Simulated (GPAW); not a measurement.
The system is NaCl.

```
Cl Na
1.0
     0.00000    2.79406    2.79406
     2.79406    0.00000    2.79406
     2.79406    2.79406    0.00000
Cl Na
1 1
Direct
  0.50000 0.50000 0.50000
  0.00000 0.00000 0.00000
```

The cell is a database's computed one.

Base run:

| Property | Result |
| --- | --- |
| Program | GPAW 26.7.0 |
| Functional | vdW-DF-cx |
| Potentials or basis | GPAW PAW data sets (gpaw-data 1.2.1) |
| Cutoff | 800 eV |
| Basis | pw |
| k mesh | 7 × 7 × 7 |
| Occupations | fermi-dirac, width 0.05 eV |
| Spin | no spin polarisation |

Its results: band gap on the k mesh 5.38 eV, direct.

The run is repeated on the same cell with these changes: functional from vdW-DF-cx to r2SCAN. What comes out?

Band gap on the k mesh 6.02 eV, direct.

Not every run made on this cell is shown here.
